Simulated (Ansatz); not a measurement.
## Te under changes of volume

One of the cells (33.925 Å³/atom); the others are scaled copies at fixed shape and fractional positions:

```
Te
1.0
     4.45400    0.00000    0.00000
    -2.22700    3.85728    0.00000
     0.00000    0.00000    5.92400
Te
3
Direct
  0.73100 0.73100 0.00000
  0.00000 0.26900 0.66667
  0.26900 0.00000 0.33333
```

* Program: Ansatz 0.2.0
* Functional: RPBE
* Dispersion: D4
* Potentials or basis: Ansatz PAW
* Cutoff: 420 eV (not typed: the program's choice for these potentials)
* k mesh: 7 × 7 × 5
* Occupations: fermi-dirac, width 0.05 eV
* Spin: no spin polarisation

| volume (Å³/atom) | energy over the lowest point (meV/atom) | pressure (GPa) | gap on the mesh (eV) | largest force (eV/Å) |
| --- | --- | --- | --- | --- |
| 31.890 | 3.17 | 1.4 | 0.64 | 0.552 |
| 32.568 | 0.00 | 0.2 | 0.65 | 0.424 |
| 33.247 | 1.59 | -0.9 | 0.66 | 0.306 |
| 33.925 | 7.40 | -1.8 | 0.67 | 0.196 |
| 34.604 | 16.96 | -2.7 | 0.67 | 0.093 |
| 35.282 | ? | ? | ? | ? |
| 35.961 | 45.68 | -4.1 | 0.68 | 0.093 |

Problem. What does the run at 35.282 Å³/atom give?

Solution. Energy over the lowest point 29.84 meV/atom; pressure -3.4 GPa; gap on the mesh 0.67 eV; largest force 0.003 eV/Å.

Worked out: A Birch-Murnaghan fit of order 3 (a polynomial in V^(-2/3)) to the other rows has its minimum at 32.67 Å³/atom with B0 = V·E''(V) = 53 GPa and B' = 4.8 at fixed shape and positions, which overstates the stiffness. It gives 29.84 meV/atom at 35.282 Å³/atom, against the run's 29.84, and -dE/dV = -3.4 GPa, against -3.4. A straight line through the other rows of the gap, of slope 0.33 eV per unit of ln V, gives 0.68 eV, against the run's 0.67.

Energies are extrapolated to zero smearing.

Caveats: odd divisions of the mesh miss points on the zone boundary, where band edges often lie, so the gap on the mesh can be too wide; spin-orbit coupling is left out, which moves the levels of the heavy elements; the PAW data sets come from PBE, with cores solved anew for the run's functional, which leaves a small shift of forces and pressure.

A mesh can miss the band edges.
